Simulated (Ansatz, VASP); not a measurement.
## Two plane-wave programs on NaCl

The input INCAR:

```
ALGO     = Normal         # electronic algorithm
EDIFF    = 1E-7           # SCF threshold, eV
ENCUT    = 520            # plane-wave cutoff, eV
GGA      = PE             # functional
ISIF     = 2              # what is computed and relaxed
ISMEAR   = 0              # smearing method
LASPH    = T              # aspherical terms in the spheres
LCHARG   = F              # write CHGCAR
LREAL    = F              # projectors in reciprocal space
LWAVE    = F              # write WAVECAR
NBANDS   = 14             # bands
NELM     = 80             # most SCF steps
PREC     = Accurate       # precision mode
SIGMA    = 0.02           # smearing width, eV
```

KPOINTS

```
k-points
0
Gamma
  6 6 6
```

POSCAR

```
NaCl
1.0
    3.6698748572      0.0000000000      0.0000000000
    0.0000000000      3.6698748572      0.0000000000
    0.0000000000      0.0000000000      3.6698748572
Na Cl
1 1
Direct
    0.0000000000      0.0000000000      0.0000000000
    0.5000000000      0.5000000000      0.5000000000
```

Input for Ansatz:

```yaml
crystal:
  lattice:
    - [3.6698748572, 0.0, 0.0]
    - [0.0, 3.6698748572, 0.0]
    - [0.0, 0.0, 3.6698748572]
  atoms:
    - { symbol: Na, position: [0.0, 0.0, 0.0] }
    - { symbol: Cl, position: [0.5, 0.5, 0.5] }
basis:
  ecutwfc: 420
kpoints:
  mp_grid: { grid: [6, 6, 6] }
hamiltonian:
  xc: pbe
scf:
  occupations: { method: gaussian, width: 0.02 }
output:
  forces: true
  stress: true
  eigenvalues: true
  populations: true
```

Alike in both runs: task single point; functional PBE; k mesh 6 × 6 × 6; occupations gaussian, width 0.02 eV; no spin polarisation.

|  | VASP | Ansatz |
| --- | --- | --- |
| version | VASP 6.6.1 | Ansatz 0.2.0 |
| potentials or method | VASP PAW PBE potentials, release 64 (Na_pv, Cl) | scalar-relativistic, plane waves, PAW |
| plane-wave cutoff (eV) | 520 | 420 |
| valence electrons in the cell | 14 | 16 |

|  | VASP | Ansatz | Ansatz less VASP |
| --- | --- | --- | --- |
| gap on the k mesh at the Fermi level (eV) | 3.56 | 3.56 | 0.000 |
| least direct gap on the mesh (eV) | 3.95 | 3.95 | 0.000 |
| pressure (GPa) | -2.6 | -2.6 | +0.05 |

The functional is the same, so the differences come from potentials, cutoffs and numerics. The two sets of potentials don't hold the same shells in valence.

A k mesh can miss the band edges.
